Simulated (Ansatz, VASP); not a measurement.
# Cross-check of Zn2SeS between VASP and Ansatz

One calculation is typed for both programs; each brings its own data sets. How far apart do they land? The cell is taken from a series of runs on this material, whose earlier steps may have relaxed, scaled, displaced or heated it; both programs get it as it stands.

Method: plane waves, with VASP 6.6.1 beside it; relaxation of cell and atoms at PBEsol with D4, in Ansatz 0.2.0.

## (1) The starting structure

The structure is tetragonal, space group P-4m2 (No. 115). Conventional cell: a = 3.861 Å, b = 3.861 Å, c = 5.460 Å, α = 90.00°, β = 90.00°, γ = 90.00°. Nearest to Zn lie 2 S at 2.32 Å and 2 Se at 2.41 Å. Nearest to Se lie 4 Zn at 2.41 Å. S has 4 Zn at 2.32 Å nearest. Farther neighbours and most contacts between anions are not listed.

Structure file:

```xyz
4
Lattice="3.8614 0.0000 0.0000 0.0000 3.8614 0.0000 0.0000 0.0000 5.4598" Properties=species:S:1:pos:R:3 pbc="T T T"
Zn    1.9307    0.0000    4.1687
Zn    0.0000    1.9307    1.2910
Se    0.0000    0.0000    2.7299
S     1.9307    1.9307    0.0000
```

## (2) VASP: relaxation of cell and atoms, PBEsol with D4

The relaxed volume is the usual yardstick between codes: in a stiff, nearly cubic crystal its relative difference is about their pressure difference at one cell divided by the bulk modulus.

Lines of VASP's logs that name or quote its potential files are left out, and so is its time.

The input, INCAR:

```
SYSTEM = Zn2SeS
PREC = Accurate
ENCUT = 500
EDIFF = 1E-07
NELM = 120
ISMEAR = 0
SIGMA = 0.01
LREAL = .FALSE.
ALGO = Normal
GGA = PS
IVDW = 13
NBANDS = 24
LORBIT = 11
LWAVE = .FALSE.
LCHARG = .FALSE.
ISIF = 3
IBRION = 2
NSW = 80
EDIFFG = -0.005
LASPH = .TRUE.
GGA_COMPAT = .FALSE.
NELMIN = 4
EFERMI = MIDGAP
```

The input, POSCAR:

```
Zn2SeS
1.0
    3.8613660000      0.0000000000      0.0000000000
    0.0000000000      3.8613660000      0.0000000000
    0.0000000000      0.0000000000      5.4597650000
Zn Se S
2 1 1
Direct
    0.5000000000      0.0000000000      0.7635396395
    0.0000000000      0.5000000000      0.2364603605
    0.0000000000      0.0000000000      0.5000000916
    0.5000000000      0.5000000000      0.0000000000
```

The input, KPOINTS:

```
Automatic mesh
0
Gamma
8 8 6
0 0 0
```

Potentials, in the order of the species: Zn, Se and S (PBE family, release 64).

On the command line:

```
$ mpirun -np 1 vasp_std
```

Numbers of over 12 decimals in the logs are rounded to 6 here.

Log:

```text
[banner, memory and clock lines left out]
running    1 mpi-ranks, on    1 nodes
 distrk:  each k-point on    1 cores,    1 groups
 distr:  one band on    1 cores,    1 groups

 POSCAR found type information on POSCAR ZnSeS
 POSCAR found :  3 types and       4 ions
|                                                                             |
|               ----> ADVICE to this user running VASP <----                  |
|                                                                             |
|     You enforced a specific xc type in the INCAR file but a different       |
|     [... a line on the potential file left out ...]
|     I HOPE YOU KNOW WHAT YOU ARE DOING!                                     |
|                                                                             |

 LDA part: xc-table for (Slater+PW92), standard interpolation
 POSCAR, INCAR and KPOINTS ok, starting setup
 FFT: planning ... GRIDC
 FFT: planning ... GRID_SOFT
 FFT: planning ... GRID
 WAVECAR not read
 entering main loop
       N       E                     dE             d eps       ncg     rms          rms(c)
DAV:   1     0.227719322496E+03    0.22772E+03   -0.16837E+04  2880   0.173E+03
DAV:   2     0.474176043412E+01   -0.22298E+03   -0.21528E+03  3120   0.353E+02
DAV:   3    -0.146726231576E+02   -0.19414E+02   -0.19218E+02  3568   0.107E+02
DAV:   4    -0.150304070537E+02   -0.35778E+00   -0.35759E+00  3264   0.149E+01
DAV:   5    -0.150354243959E+02   -0.50173E-02   -0.50170E-02  3608   0.167E+00    0.877E+00
DAV:   6    -0.143255034202E+02    0.70992E+00   -0.18587E+00  3768   0.407E+01    0.665E+00
DAV:   7    -0.143218394392E+02    0.36640E-02   -0.11858E+00  3144   0.672E+00    0.292E+00
DAV:   8    -0.143136137421E+02    0.82257E-02   -0.30828E-02  4040   0.228E+00    0.914E-01
DAV:   9    -0.143130409830E+02    0.57276E-03   -0.10853E-02  3944   0.167E+00    0.238E-01
DAV:  10    -0.143130547083E+02   -0.13725E-04   -0.68005E-04  3512   0.309E-01    0.154E-01
DAV:  11    -0.143131226039E+02   -0.67896E-04   -0.27561E-04  3960   0.126E-01    0.263E-02
DAV:  12    -0.143131298201E+02   -0.72161E-05   -0.45583E-05  3488   0.662E-02    0.185E-02
DAV:  13    -0.143131336543E+02   -0.38343E-05   -0.11665E-05  3624   0.413E-02    0.479E-03
DAV:  14    -0.143131336154E+02    0.38870E-07   -0.20570E-06  3792   0.229E-02    0.313E-03
DAV:  15    -0.143131336877E+02   -0.72227E-07   -0.31267E-07  3216   0.492E-03
   1 F= -.15060474E+02 E0= -.15060474E+02  d E =-.150605E+02
 curvature:   0.00 expect dE= 0.000E+00 dE for cont linesearch  0.000E+00
 trial: gam= 0.00000 g(F)=  0.388E-05 g(S)=  0.619E-03 ort = 0.000E+00 (trialstep = 0.100E+01)
 search vector abs. value=  0.623E-03
 bond charge predicted
       N       E                     dE             d eps       ncg     rms          rms(c)
DAV:   1    -0.143249966744E+02   -0.11863E-01   -0.11556E-01  3392   0.597E+00    0.669E-01
DAV:   2    -0.143177699750E+02    0.72267E-02   -0.28664E-02  3376   0.385E+00    0.252E-01
DAV:   3    -0.143168979762E+02    0.87200E-03   -0.10832E-03  2960   0.236E-01    0.125E-01
DAV:   4    -0.143166568792E+02    0.24110E-03   -0.18517E-04  3552   0.972E-02    0.595E-02
DAV:   5    -0.143166242370E+02    0.32642E-04   -0.32370E-05  4768   0.102E-01    0.946E-03
DAV:   6    -0.143166243700E+02   -0.13299E-06   -0.20685E-05  3224   0.509E-02    0.523E-03
DAV:   7    -0.143166247346E+02   -0.36464E-06   -0.19319E-06  3488   0.112E-02    0.349E-03
DAV:   8    -0.143166247455E+02   -0.10937E-07   -0.19900E-07  2000   0.538E-03
   2 F= -.15060635E+02 E0= -.15060635E+02  d E =-.161309E-03
 trial-energy change:   -0.000161  1 .order   -0.000177   -0.000623    0.000269
 step:   0.6753(harm=  0.6988)  dis= 0.00021  next Energy=   -15.060680 (dE=-0.205E-03)
 bond charge predicted
       N       E                     dE             d eps       ncg     rms          rms(c)
DAV:   1    -0.143164729836E+02    0.15175E-03   -0.12181E-02  3400   0.192E+00    0.218E-01
DAV:   2    -0.143157042285E+02    0.76876E-03   -0.31030E-03  3384   0.130E+00    0.815E-02
DAV:   3    -0.143156143503E+02    0.89878E-04   -0.11604E-04  3000   0.834E-02    0.403E-02
DAV:   4    -0.143155905603E+02    0.23790E-04   -0.21006E-05  3672   0.335E-02    0.200E-02
DAV:   5    -0.143155877754E+02    0.27849E-05   -0.34492E-06  4768   0.333E-02    0.347E-03
DAV:   6    -0.143155878246E+02   -0.49170E-07   -0.21730E-06  3152   0.160E-02    0.164E-03
DAV:   7    -0.143155876876E+02    0.13699E-06   -0.18276E-07  2328   0.304E-03    0.901E-04
DAV:   8    -0.143155876761E+02    0.11501E-07   -0.30298E-08  1536   0.213E-03
   3 F= -.15060677E+02 E0= -.15060677E+02  d E =-.202713E-03
 curvature:  -0.35 expect dE=-0.377E-06 dE for cont linesearch -0.179E-06
 trial: gam=-0.02703 g(F)=  0.625E-06 g(S)=  0.459E-06 ort = 0.179E-04 (trialstep = 0.935E+00)
 search vector abs. value=  0.571E-06
 reached required accuracy - stopping structural energy minimisation
```

OUTCAR, selected parts (step 2):

```text
ion  position               nearest neighbor table
   1  0.500  0.000  0.764-   4 2.32   4 2.32   3 2.41   3 2.41
   2  0.000  0.500  0.236-   4 2.32   4 2.32   3 2.41   3 2.41
   3  0.000  0.000  0.500-   1 2.41   1 2.41   2 2.41   2 2.41
   4  0.500  0.500  0.000-   1 2.32   2 2.32   1 2.32   2 2.32

  LATTYP: Found a simple tetragonal cell.
 ALAT       =     3.8613660000
 C/A-ratio  =     1.4139465153

 Subroutine GETGRP returns: Found  8 space group operations
 (whereof  8 operations were pure point group operations)

The static configuration has the point symmetry D_2d.

 Found     60 irreducible k-points:

   k-points           NKPTS =     60   k-points in BZ     NKDIM =     60   number of bands    NBANDS=     24

   dimension x,y,z NGX =    28 NGY =   28 NGZ =   40
   dimension x,y,z NGXF=    56 NGYF=   56 NGZF=   80

   ENCUT  =  500.0 eV  36.75 Ry    6.06 a.u.   7.04  7.04  9.95*2*pi/ulx,y,z

   NELECT =      36.0000    total number of electrons

 k-points in reciprocal lattice and weights: Automatic mesh
   0.00000000  0.00000000  0.00000000       0.003
   0.12500000  0.00000000  0.00000000       0.010
   0.25000000  0.00000000  0.00000000       0.010
   0.37500000  0.00000000  0.00000000       0.010
   0.50000000  0.00000000  0.00000000       0.005
   0.12500000  0.12500000  0.00000000       0.010
   0.25000000  0.12500000  0.00000000       0.021
   0.37500000  0.12500000  0.00000000       0.021
   0.50000000  0.12500000  0.00000000       0.010
[...]
0.50000000  0.37500000  0.50000000       0.010
   0.50000000  0.50000000  0.50000000       0.003

 average (electrostatic) potential at core
       1 -36.2848       2 -36.2848       3 -55.1947       4 -88.9396

 E-fermi :   2.9446

 k-point     1 :       0.0000    0.0000    0.0000
  band No.  band energies     occupation
    ...
     14      -0.3355      2.00000
     15      -0.3355      2.00000
     16       2.0680      2.00000
     17       2.1368      2.00000
     18       2.1368      2.00000
     19       3.7523      0.00000
     20       5.0764      0.00000
     21       5.7049      0.00000
     22       8.0900      0.00000
     23       8.0900      0.00000
    ...

 k-point     2 :       0.1250    0.0000    0.0000
  band No.  band energies     occupation
    ...
     14      -0.7448      2.00000
     15      -0.2254      2.00000
     16       1.2395      2.00000
     17       1.8147      2.00000
     18       2.0916      2.00000
     19       4.4728      0.00000
     20       5.4266      0.00000
     21       6.2924      0.00000
     22       7.9147      0.00000
     23       8.2069      0.00000
    ...

 k-point     3 :       0.2500    0.0000    0.0000
  band No.  band energies     occupation
    ...
     14      -1.3031      2.00000
     15      -0.0744      2.00000
     16       0.0761      2.00000
     17       1.1257      2.00000
     18       1.9422      2.00000
     19       5.3615      0.00000
     20       5.9166      0.00000
     21       7.6612      0.00000
     22       7.9544      0.00000
     23       8.5339      0.00000
    ...

  DFT-D4 for vdW energy calculation

  Edisp (eV):   -0.74509

  Total       0.00407     0.00407     0.00221     0.00000     0.00000     0.00000
  in kB       0.07990     0.07990     0.04343     0.00000     0.00000     0.00000
  external pressure =        0.07 kB  Pullay stress =        0.00 kB

  energy-cutoff  :      500.00
  volume of cell :       81.67
      direct lattice vectors                 reciprocal lattice vectors
     3.865495888  0.000000000  0.000000000     0.258699021  0.000000000  0.000000000
     0.000000000  3.865495888  0.000000000     0.000000000  0.258699021  0.000000000
    -0.000000000  0.000000000  5.465536520    -0.000000000  0.000000000  0.182964654

 POSITION                                       TOTAL-FORCE (eV/Angst)
 -----------------------------------------------------------------------------------
      1.93275      0.00000      4.17336        -0.000000      0.000000      0.002546
     -0.00000      1.93275      1.29218         0.000000      0.000000     -0.002546
     -0.00000      0.00000      2.73277        -0.000000      0.000000      0.000000
      1.93275      1.93275      5.46554         0.000000     -0.000000      0.000000
 -----------------------------------------------------------------------------------
    total drift:                                0.000000     -0.000000     -0.000133

  FREE ENERGIE OF THE ION-ELECTRON SYSTEM (eV)
  ---------------------------------------------------
  free  energy   TOTEN  =       -15.0606768766 eV

  energy  without entropy=      -15.0606768766  energy(sigma->0) =      -15.06067688

 reached required accuracy - stopping structural energy minimisation

 total charge
# of ion       s       p       d       tot
------------------------------------------
    1        0.541   0.497   9.795  10.832
    2        0.541   0.497   9.795  10.832
    3        1.435   2.450   0.035   3.920
    4        1.310   2.413   0.000   3.723
--------------------------------------------------
tot          3.826   5.856  19.625  29.307

[... 3 further parts left out ...]
```

CONTCAR:

```
Zn2SeS
   1.00000000000000
     3.8654958877080925    0.0000000000000000    0.0000000000000000
     0.0000000000000000    3.8654958877080925    0.0000000000000000
    -0.0000000000000000    0.0000000000000000    5.4655365202342212
  Zn              Se              S
     2     1     1
Direct
     0.5000000000000000    0.0000000000000000    0.7635774859830179
     0.0000000000000000    0.5000000000000000    0.2364225140169821
     0.0000000000000000    0.0000000000000000    0.5000000916000005
     0.5000000000000000    0.5000000000000000    1.0000000000000000
```

The PAW data sets were made with PBE, which is usual practice but a small mismatch for other functionals. The run keeps the 8 symmetry operations of its start, so it cannot find a distortion of lower symmetry.

(Continued in part 2 of 2.)

[Lines on the potential files, build, host, timing and source positions are cut from VASP's logs without a mark.]

[Logs are printed without paths, hosts, clocks, repeated set-up lines and the standing remarks that a program may print on its own settings, such as how far it seeks lower states.]

[Hosts, paths, dates, database ids (printed as entryN), source tags and the programs' standing remarks are cut or masked in the printed files.]
